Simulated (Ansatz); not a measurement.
Write a Python script for Ansatz 0.2.0 through its Python package that makes a supercell folding check of CaF₂, space group Fm-3m. Level of theory (first run): LDA, PAW, the default cutoff (420 eV here), 4×4×4 k-points, fixed occupations.

```cif
data_structure
_symmetry_space_group_name_H-M 'P 1'
_symmetry_Int_Tables_number 1
_cell_length_a 3.8622
_cell_length_b 3.8622
_cell_length_c 3.8622
_cell_angle_alpha 60.000
_cell_angle_beta 60.000
_cell_angle_gamma 60.000
_cell_volume 40.74
loop_
_atom_site_label
_atom_site_type_symbol
_atom_site_fract_x
_atom_site_fract_y
_atom_site_fract_z
_atom_site_occupancy
Ca1 Ca 0.00000 0.00000 0.00000 1
F1 F 0.25000 0.25000 0.25000 1
F2 F 0.75000 0.75000 0.75000 1
```

The script, `fold.py`:
```python
# -*- coding: utf-8 -*-
import warnings

import ansatz as az
import pandas as pd
from pymatgen.core import Lattice, Structure
from pymatgen.io.ase import AseAtomsAdaptor

FUNCTIONAL = "LDA"
SMEARING = "fixed"

warnings.simplefilter("ignore", az.DeckWarning)

pmg_structure = Structure(
    Lattice([(0.0, 2.731, 2.731), (2.731, 0.0, 2.731), (2.731, 2.731, 0.0)]),
    ["Ca", "F", "F"],
    [
        (0.0, 0.0, 0.0),
        (0.25, 0.25, 0.25),
        (0.75, 0.75, 0.75),
    ],
)
caf2 = az.Crystal.from_ase(AseAtomsAdaptor.get_atoms(pmg_structure))

mesh = (4, 4, 4)
rows = []
for repeats in [(1, 1, 1), (1, 1, 2)]:
    calc = (
        caf2.supercell(*repeats).calculation()
        .functional(FUNCTIONAL)
        .occupations(SMEARING)
        .kpoints(*(k // n for k, n in zip(mesh, repeats)))
    )
    r = calc.run().report
    n = len(r["lattice"]["sites"])
    rows.append((repeats, n, r["free_energy_ev"] / n, r["fermi_energy_ev"], r["n_kpoints"], r["n_symmetry_ops"]))
print(pd.DataFrame(rows, columns=["repeats", "atoms", "F/atom eV", "Fermi level eV", "k-points", "symmetry operations"]).round(4).to_string(index=False))
```

```console
$ python fold.py
  repeats  atoms  F/atom eV  Fermi level eV  k-points  symmetry operations
(1, 1, 1)      3 -1122.1975          2.8907         8                   48
(1, 1, 2)      6 -1122.1975          2.8907         8                   24
```

What to keep in mind:
- Absolute energies stand on the zero of these potentials, so only differences at equal settings mean something.
- Under fixed occupations the level called the Fermi level is the highest filled one on the SCF mesh; off the mesh a filled band can lie a little above it.
- Energy and stress may still move on a finer k-point mesh.
- The structure is a deposited one; some such entries were measured under pressure or heat, so a shift against it needn't be the functional's error alone.
- The count of operations in a supercell holds its pure translations too, and an uneven repeat can lower the point group.
- Wall time of the script: 2 s on 1 thread of Arm Neoverse V2, with other jobs on the host, peak memory 0.43 GiB.

(A comment or docstring line of the script was reworded after the run, the code is as it ran; lines on the test bed's own set-up are left out of the output.)
